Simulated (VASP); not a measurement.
# CdTe (F-43m) in VASP: further runs, part 2 of 2

VASP 6.6.1. Earlier steps stand in the parts before.

### 4 Single point, PBE

INCAR reads:

```
SYSTEM = CdTe
  PREC = Accurate
  ENCUT = 520
  EDIFF = 1E-6
  ISMEAR = -1
  SIGMA = 0.2
  LREAL = .False.
  LASPH = .True.
  NELM = 100
  ALGO = Normal
  ISIF = 2
  LWAVE = .False.
  LCHARG = .False.
  GGA = PE
  NBANDS = 16
```

KPOINTS reads:

```
regular mesh
0
Gamma
  4 4 4
  0 0 0
```

POSCAR reads:

```
CdTe
1.0
    0.0000000000      3.2799012430      3.2799012430
    3.2799012430      0.0000000000      3.2799012430
    3.2799012430      3.2799012430      0.0000000000
Cd Te
1 1
Direct
    0.0000000000      0.0000000000      0.0000000000
    0.2500000000      0.2500000000      0.2500000000
```

Potentials or basis: VASP PAW PBE potentials, release 64 (Cd, Te).

Command:

```
$ cat potpaw_PBE.64/Cd/POTCAR potpaw_PBE.64/Te/POTCAR > POTCAR
$ mpirun -np 1 vasp_std > vasp.out
```

OUTCAR:

```text
SYSTEM = CdTe
   PREC = Accurate
   ENCUT = 520
   EDIFF = 1E-6
   ISMEAR = -1
   LREAL = .False.
   LASPH = .True.
   NELM = 100
   ISIF = 2
   GGA = PE

 ion  position               nearest neighbor table
   1  0.000  0.000  0.000-   2 2.84   2 2.84   2 2.84   2 2.84
   2  0.250  0.250  0.250-   1 2.84   1 2.84   1 2.84   1 2.84

  LATTYP: Found a face centered cubic cell.
 ALAT       =     6.5598024860

  Lattice vectors:

 A1 = (   0.0000000000,   3.2799012430,   3.2799012430)
 A2 = (   3.2799012430,   0.0000000000,   3.2799012430)
 A3 = (   3.2799012430,   3.2799012430,   0.0000000000)

Analysis of symmetry for initial positions (statically):
=====================================================================
 Subroutine PRICEL returns:
 Original cell was already a primitive cell.

 Routine SETGRP: Setting up the symmetry group for a
 face centered cubic supercell.

 Subroutine GETGRP returns: Found 24 space group operations
 (whereof 24 operations were pure point group operations)
[... 143 lines left out ...]
  free energy    TOTEN  =        -4.75127154 eV

  energy without entropy =       -4.73473079  energy(sigma->0) =       -4.74300117

 E-fermi :   2.5831     XC(G=0):  -8.4141

 val. band max:        2.0454694586   @ k =   0.0000   0.0000   0.0000
 cond. band min:       2.6966356877   @ k =   0.0000   0.0000   0.0000
 fundamental gap:      0.6511662291
 Fermi energy:         2.5831098578

 k-point     1 :       0.0000    0.0000    0.0000
  band No.  band energies     occupation
      1      -8.9227      2.00000
      2      -6.1453      2.00000
      3      -6.1453      2.00000
      4      -6.1453      2.00000
      5      -5.9124      2.00000
      6      -5.9124      2.00000
[... 129 lines left out ...]
      3      -6.0292      2.00000
      4      -5.9382      2.00000
      5      -5.9111      2.00000
      6      -5.3852      2.00000
[... 8 lines left out ...]
     15      12.9864      0.00000
     16      13.2170      0.00000

------------------------ aborting loop because EDIFF is reached ----------------------------------------

  FORCE on cell =-STRESS in cart. coord.  units (eV):
  Direction    XX          YY          ZZ          XY          YZ          ZX
  --------------------------------------------------------------------------------------
  -------------------------------------------------------------------------------------
  Total        0.6226403      0.6226403      0.6226403      0.0000000      0.0000000      0.0000000
  in kB       14.1362927     14.1362927     14.1362927      0.0000000      0.0000000      0.0000000
  external PRESSURE =      14.1362927 kB  Pullay stress =       0.0000000 kB

 VOLUME and BASIS-vectors are now :
 -----------------------------------------------------------------------------
  energy-cutoff  :      520.00
  volume of cell :       70.57
      direct lattice vectors                 reciprocal lattice vectors
     0.000000000  3.279901243  3.279901243    -0.152443614  0.152443614  0.152443614
     3.279901243  0.000000000  3.279901243     0.152443614 -0.152443614  0.152443614
     3.279901243  3.279901243  0.000000000     0.152443614  0.152443614 -0.152443614

 POSITION                                       TOTAL-FORCE (eV/Angst)
 -----------------------------------------------------------------------------------
      0.00000      0.00000      0.00000        -0.000000     -0.000000     -0.000000
      1.63995      1.63995      1.63995         0.000000      0.000000      0.000000
 -----------------------------------------------------------------------------------
    total drift:                               -0.000000     -0.000000     -0.000000

  FREE ENERGIE OF THE ION-ELECTRON SYSTEM (eV)
  ---------------------------------------------------
  free  energy   TOTEN  =        -4.7512715421 eV

  energy  without entropy=       -4.7347307929  energy(sigma->0) =       -4.74300117
```

OSZICAR:

```text
N       E                     dE             d eps       ncg     rms          rms(c)
DAV:   1     0.101483364570E+03    0.10148E+03   -0.82973E+03   264   0.979E+02
DAV:   2    -0.123904604631E+01   -0.10272E+03   -0.98169E+02   320   0.237E+02
DAV:   3    -0.496106788871E+01   -0.37220E+01   -0.37183E+01   328   0.458E+01
DAV:   4    -0.499485046680E+01   -0.33783E-01   -0.33782E-01   376   0.393E+00
DAV:   5    -0.499493531714E+01   -0.84850E-04   -0.84850E-04   336   0.187E-01    0.520E+00
DAV:   6    -0.476600873086E+01    0.22893E+00   -0.38999E-01   304   0.720E+00    0.436E+00
DAV:   7    -0.474966784593E+01    0.16341E-01   -0.11134E-01   296   0.211E+00    0.170E+00
DAV:   8    -0.475074861654E+01   -0.10808E-02   -0.10536E-02   272   0.114E+00    0.481E-01
DAV:   9    -0.475114848531E+01   -0.39987E-03   -0.92406E-04   296   0.302E-01    0.107E-01
DAV:  10    -0.475122443148E+01   -0.75946E-04   -0.11435E-04   304   0.949E-02    0.553E-02
DAV:  11    -0.475127296367E+01   -0.48532E-04   -0.89340E-05   272   0.540E-02    0.368E-02
DAV:  12    -0.475127169792E+01    0.12657E-05   -0.36534E-06   320   0.137E-02    0.212E-02
DAV:  13    -0.475127154207E+01    0.15585E-06   -0.47270E-07   240   0.335E-03
   1 F= -.47512715E+01 E0= -.47430012E+01  d E =-.165407E-01
```

stdout:

```text
POSCAR found type information on POSCAR CdTe
 POSCAR found :  2 types and       2 ions
 scaLAPACK will be used
 LDA part: xc-table for (Slater+PW92), standard interpolation
 POSCAR, INCAR and KPOINTS ok, starting setup
 FFT: planning ... GRIDC
 FFT: planning ... GRID_SOFT
 FFT: planning ... GRID
 WAVECAR not read
 entering main loop
```

It took 10 s on 1 thread of Intel Xeon 6975P-C, shared host; peak memory 0.2 GiB.

What came out:

```yaml
Free_energy: -4.7513 eV
Pressure: 1.4 GPa
Band_gap_on_the_k_mesh: 0.65 eV, direct
```

Caveat: spin-orbit coupling is left out, which moves the levels of the heavy elements.

### 5 Single point, PBE

INCAR reads:

```
PREC     = Accurate       # precision mode
ENCUT    = 520            # plane-wave cutoff, eV
EDIFF    = 1E-7           # SCF threshold, eV
ISMEAR   = 0              # smearing method
SIGMA    = 0.001          # smearing width, eV
LREAL    = False          # projectors in reciprocal space
LASPH    = True           # aspherical terms in the spheres
NELM     = 60             # most SCF steps
ALGO     = Normal         # electronic algorithm
ISIF     = 2              # what is computed and relaxed
LWAVE    = False          # write WAVECAR
LCHARG   = True           # write CHGCAR
GGA      = PE             # functional
LELF     = True           # ELF
LVHAR    = True         
NBANDS   = 16             # bands
```

KPOINTS reads:

```
regular mesh
0
Gamma
  4 4 4
```

POSCAR is that of step 4.

Potentials or basis: VASP PAW PBE potentials, release 64 (Cd, Te).

Command:

```
$ cat potpaw_PBE.64/Cd/POTCAR potpaw_PBE.64/Te/POTCAR > POTCAR
$ mpirun -np 1 vasp_std > vasp.out
```

OUTCAR:

```text
PREC = Accurate
   ENCUT = 520
   EDIFF = 1E-7
   ISMEAR = 0
   LREAL = False
   LASPH = True
   NELM = 60
   ISIF = 2
   GGA = PE

 ion  position               nearest neighbor table
   1  0.000  0.000  0.000-   2 2.84   2 2.84   2 2.84   2 2.84
   2  0.250  0.250  0.250-   1 2.84   1 2.84   1 2.84   1 2.84

  LATTYP: Found a face centered cubic cell.
 ALAT       =     6.5598024860

  Lattice vectors:

 A1 = (   0.0000000000,   3.2799012430,   3.2799012430)
 A2 = (   3.2799012430,   0.0000000000,   3.2799012430)
 A3 = (   3.2799012430,   3.2799012430,   0.0000000000)

Analysis of symmetry for initial positions (statically):
=====================================================================
 Subroutine PRICEL returns:
 Original cell was already a primitive cell.

 Routine SETGRP: Setting up the symmetry group for a
 face centered cubic supercell.

 Subroutine GETGRP returns: Found 24 space group operations
 (whereof 24 operations were pure point group operations)
 out of a pool of 48 trial point group operations.

The static configuration has the point symmetry T_d .

Analysis of symmetry for dynamics (positions and initial velocities):
=====================================================================
 Subroutine PRICEL returns:
 Original cell was already a primitive cell.

 Routine SETGRP: Setting up the symmetry group for a
 face centered cubic supercell.

 Subroutine GETGRP returns: Found 24 space group operations
 (whereof 24 operations were pure point group operations)
 out of a pool of 48 trial point group operations.

The dynamic configuration has the point symmetry T_d .

 Subroutine INISYM returns: Found 24 space group operations
 (whereof 24 operations are pure point group operations),
 and found     1 'primitive' translations

----------------------------------------------------------------------------------------
[... 93 lines left out ...]
   IALGO  =     38    algorithm
   IMIX   =      4    mixing-type and parameters
     AMIX     =   0.40;   BMIX     =  1.00
     AMIX_MAG =   1.60;   BMIX_MAG =  1.00
  volume/ion in A,a.u.               =      35.28       238.11
  Fermi-wavevector in a.u.,A,eV,Ry     =   1.038233  1.961976 14.666102  1.077928
  Thomas-Fermi vector in A             =   2.172708
   LORBIT       =      0    0 simple, 1 ext, 2 COOP (PROOUT), +10 PAW based schemes
   GGA     = PE    functional components
   LHFCALC =     F    Hartree Fock is set to
   AEXX    =    0.0000 exact exchange contribution
   IVDW    =     0    specifies the selected vdW correction
   LEPSILON=     F    determine dielectric tensor
   LRPA    =     F    only Hartree local field effects (RPA)
 non-spin polarized calculation
 Gauss-broadening in eV      SIGMA  =   0.00
  energy-cutoff  :      520.00
  volume of cell :       70.57
 maximum number of plane-waves:      1924
 NGX is ok and might be reduce to    36
   NGX = 17   NGY = 17   NGZ = 17

 number of electron      18.0000006 magnetization

 Free energy of the ion-electron system (eV)
  ---------------------------------------------------
  ext. energy  EPLUGINS =         0.00000000
  ---------------------------------------------------
  free energy    TOTEN  =        -4.74593604 eV

  energy without entropy =       -4.74593604  energy(sigma->0) =       -4.74593604

 E-fermi :   2.0793     XC(G=0):  -8.4108

 val. band max:        2.0510778082   @ k =   0.0000   0.0000   0.0000
 cond. band min:       2.6992270170   @ k =   0.0000   0.0000   0.0000
 fundamental gap:      0.6481492089
 Fermi energy:         2.0793493938

 k-point     1 :       0.0000    0.0000    0.0000
  band No.  band energies     occupation
      1      -8.9159      2.00000
      2      -6.1490      2.00000
      3      -6.1490      2.00000
      4      -6.1490      2.00000
      5      -5.9168      2.00000
      6      -5.9168      2.00000
[... 129 lines left out ...]
      3      -6.0331      2.00000
      4      -5.9425      2.00000
      5      -5.9155      2.00000
      6      -5.3876      2.00000
[... 8 lines left out ...]
     15      12.9898      0.00000
     16      13.2211      0.00000

------------------------ aborting loop because EDIFF is reached ----------------------------------------

  FORCE on cell =-STRESS in cart. coord.  units (eV):
  Direction    XX          YY          ZZ          XY          YZ          ZX
  --------------------------------------------------------------------------------------
  -------------------------------------------------------------------------------------
  Total        0.5784836      0.5784836      0.5784836      0.0000000      0.0000000     -0.0000000
  in kB       13.1337681     13.1337681     13.1337681      0.0000000      0.0000000     -0.0000000
  external PRESSURE =      13.1337681 kB  Pullay stress =       0.0000000 kB

 VOLUME and BASIS-vectors are now :
 -----------------------------------------------------------------------------
  energy-cutoff  :      520.00
  volume of cell :       70.57
      direct lattice vectors                 reciprocal lattice vectors
     0.000000000  3.279901243  3.279901243    -0.152443614  0.152443614  0.152443614
     3.279901243  0.000000000  3.279901243     0.152443614 -0.152443614  0.152443614
     3.279901243  3.279901243  0.000000000     0.152443614  0.152443614 -0.152443614

 POSITION                                       TOTAL-FORCE (eV/Angst)
 -----------------------------------------------------------------------------------
      0.00000      0.00000      0.00000         0.000000     -0.000000      0.000000
      1.63995      1.63995      1.63995        -0.000000      0.000000     -0.000000
 -----------------------------------------------------------------------------------
    total drift:                               -0.000000     -0.000000     -0.000000

  FREE ENERGIE OF THE ION-ELECTRON SYSTEM (eV)
  ---------------------------------------------------
  free  energy   TOTEN  =        -4.7459360440 eV

  energy  without entropy=       -4.7459360440  energy(sigma->0) =       -4.74593604
```

OSZICAR:

```text
N       E                     dE             d eps       ncg     rms          rms(c)
DAV:   1     0.101503906486E+03    0.10150E+03   -0.82973E+03   264   0.979E+02
DAV:   2    -0.123565001769E+01   -0.10274E+03   -0.98186E+02   320   0.237E+02
DAV:   3    -0.495861540220E+01   -0.37230E+01   -0.37196E+01   328   0.458E+01
DAV:   4    -0.499240445546E+01   -0.33789E-01   -0.33788E-01   376   0.393E+00
DAV:   5    -0.499248936158E+01   -0.84906E-04   -0.84906E-04   336   0.187E-01    0.517E+00
DAV:   6    -0.476126101273E+01    0.23123E+00   -0.39174E-01   304   0.721E+00    0.431E+00
DAV:   7    -0.474419934943E+01    0.17062E-01   -0.11411E-01   296   0.213E+00    0.170E+00
DAV:   8    -0.474537278981E+01   -0.11734E-02   -0.10898E-02   272   0.115E+00    0.490E-01
DAV:   9    -0.474580096972E+01   -0.42818E-03   -0.93800E-04   296   0.303E-01    0.110E-01
DAV:  10    -0.474588602378E+01   -0.85054E-04   -0.12096E-04   304   0.969E-02    0.538E-02
DAV:  11    -0.474593740264E+01   -0.51379E-04   -0.93060E-05   272   0.554E-02    0.364E-02
DAV:  12    -0.474593614988E+01    0.12528E-05   -0.37334E-06   320   0.140E-02    0.214E-02
DAV:  13    -0.474593599541E+01    0.15447E-06   -0.50275E-07   304   0.335E-03    0.138E-02
DAV:  14    -0.474593602757E+01   -0.32161E-07   -0.10834E-06   272   0.569E-03    0.592E-03
DAV:  15    -0.474593604401E+01   -0.16436E-07   -0.69640E-08   280   0.221E-03
   1 F= -.47459360E+01 E0= -.47459360E+01  d E =0.000000E+00
```

Run time: 13 s. Hardware: 1 thread of Intel Xeon 6975P-C, shared host; peak memory 0.2 GiB.

What came out:

* Free energy: -4.7459 eV
* Pressure: 1.3 GPa
* Band gap on the k mesh: 0.65 eV, direct

Levels at points of the mesh, in eV from the valence-band top:
| k point | band 5 | band 6 | band 7 | band 8 | band 9 | band 10 | band 11 | band 12 | band 13 | band 14 |
| --- | --- | --- | --- | --- | --- | --- | --- | --- | --- | --- |
| (0.00, 0.00, 0.00) | -7.97 | -7.97 | 0.00 | 0.00 | 0.00 | 0.65 | 4.61 | 4.61 | 4.61 | 7.41 |
| (0.50, 0.00, 0.00) | -7.96 | -7.64 | -4.23 | -0.73 | -0.73 | 1.77 | 5.18 | 5.18 | 7.04 | 8.52 |
| (0.50, 0.50, 0.00) | -7.94 | -7.51 | -4.15 | -1.75 | -1.75 | 2.66 | 2.67 | 8.65 | 8.93 | 8.93 |

Caveat: spin-orbit coupling is left out, which moves the levels of the heavy elements.

### 6 Single point, PBE

INCAR reads:

```
PREC = Accurate
ENCUT = 520
EDIFF = 1E-6
ISMEAR = 0
SIGMA = 0.2
LREAL = F
LASPH = T
NELM = 80
ALGO = Normal
ISIF = 2
LWAVE = F
LCHARG = F
GGA = PE
NBANDS = 16
```

KPOINTS is that of step 5.

POSCAR is that of step 5.

Potentials or basis: VASP PAW PBE potentials, release 64 (Cd, Te).

Command:

```
$ cat potpaw_PBE.64/Cd/POTCAR potpaw_PBE.64/Te/POTCAR > POTCAR
$ mpirun -np 1 vasp_std > vasp.out
```

OUTCAR:

```text
PREC = Accurate
   ENCUT = 520
   EDIFF = 1E-6
   ISMEAR = 0
   LREAL = F
   LASPH = T
   NELM = 80
   ISIF = 2
   GGA = PE

 ion  position               nearest neighbor table
   1  0.000  0.000  0.000-   2 2.84   2 2.84   2 2.84   2 2.84
   2  0.250  0.250  0.250-   1 2.84   1 2.84   1 2.84   1 2.84

  LATTYP: Found a face centered cubic cell.
 ALAT       =     6.5598024860

  Lattice vectors:

 A1 = (   0.0000000000,   3.2799012430,   3.2799012430)
[... 320 lines left out ...]
------------------------ aborting loop because EDIFF is reached ----------------------------------------

  FORCE on cell =-STRESS in cart. coord.  units (eV):
  Direction    XX          YY          ZZ          XY          YZ          ZX
  --------------------------------------------------------------------------------------
  -------------------------------------------------------------------------------------
  Total        0.5837337      0.5837337      0.5837337      0.0000000      0.0000000      0.0000000
  in kB       13.2529657     13.2529657     13.2529657      0.0000000      0.0000000      0.0000000
  external PRESSURE =      13.2529657 kB  Pullay stress =       0.0000000 kB

 VOLUME and BASIS-vectors are now :
 -----------------------------------------------------------------------------
  energy-cutoff  :      520.00
  volume of cell :       70.57
      direct lattice vectors                 reciprocal lattice vectors
     0.000000000  3.279901243  3.279901243    -0.152443614  0.152443614  0.152443614
     3.279901243  0.000000000  3.279901243     0.152443614 -0.152443614  0.152443614
     3.279901243  3.279901243  0.000000000     0.152443614  0.152443614 -0.152443614

 POSITION                                       TOTAL-FORCE (eV/Angst)
 -----------------------------------------------------------------------------------
      0.00000      0.00000      0.00000         0.000000      0.000000     -0.000000
      1.63995      1.63995      1.63995        -0.000000     -0.000000      0.000000
 -----------------------------------------------------------------------------------
    total drift:                               -0.000000     -0.000000     -0.000000

  FREE ENERGIE OF THE ION-ELECTRON SYSTEM (eV)
  ---------------------------------------------------
  free  energy   TOTEN  =        -4.7459922707 eV

  energy  without entropy=       -4.7455595103  energy(sigma->0) =       -4.74577589
```

Run time: 10 s. Hardware: 1 thread of Intel Xeon 6975P-C, shared host; peak memory 0.2 GiB.

What came out:

```yaml
Free_energy: -4.7460 eV
Pressure: 1.3 GPa
Band_gap_on_the_k_mesh: 0.65 eV, direct
```

Caveat: spin-orbit coupling is left out, which moves the levels of the heavy elements.

### 7 Summary

| smearing | gap on the mesh (eV) | pressure (GPa) |
| --- | --- | --- |
| gaussian 0.01 eV | 0.65 | 1.3 |
| methfessel-paxton 0.0883 eV | 0.65 | 1.3 |
| fermi-dirac 0.2 eV | 0.65 | 1.4 |
| gaussian 0.001 eV | 0.65 | 1.3 |
| gaussian 0.2 eV | 0.65 | 1.3 |

Alike in all rows: task single point; level PBE; potentials or basis VASP PAW PBE potentials, release 64 (Cd, Te); no spin polarisation; cell as given; k mesh 4 × 4 × 4; cutoff (eV) 520.

On the cell as given the gap runs from 0.65 eV (PBE) to 0.65 eV (PBE).

Caveats: spin-orbit coupling is left out, which moves the levels of the heavy elements.

Total energies depend on the potentials used, so only differences within one code and one set of settings carry meaning.

### 8 Against experiment

Step 2. A measured gap of CdTe is 1.607 eV (0 K; a printed reference work, data compilation); the calculated 0.65 eV misses it by -0.96 eV. Spin-orbit coupling on Cd, Te is left out. The value is that of PBE, without temperature or zero-point motion. Semilocal functionals fall short of measured gaps as a rule.

Step 3. Measured gap of CdTe: 1.607 eV (0 K; a printed reference work, data compilation). This calculation gives 0.65 eV (-0.96 eV). Spin-orbit coupling on Cd, Te is left out. The value is that of PBE, without temperature or zero-point motion. Semilocal functionals fall short of measured gaps as a rule.

Step 4. A measured gap of CdTe is 1.607 eV (0 K; a printed reference work, data compilation); the calculated 0.65 eV misses it by -0.96 eV. Spin-orbit coupling on Cd, Te is left out. The value is that of PBE, without temperature or zero-point motion. Semilocal functionals fall short of measured gaps as a rule.

Step 5. Measured gap of CdTe: 1.607 eV (0 K; a printed reference work, data compilation). This calculation gives 0.65 eV (-0.96 eV). Spin-orbit coupling on Cd, Te is left out. The value is that of PBE, without temperature or zero-point motion. Semilocal functionals fall short of measured gaps as a rule.

Step 6. Against the measured gap of CdTe, 1.607 eV (0 K; a printed reference work, data compilation), the calculated 0.65 eV is off by -0.96 eV. Spin-orbit coupling on Cd, Te is left out. The value is that of PBE, without temperature or zero-point motion. Semilocal functionals fall short of measured gaps as a rule.
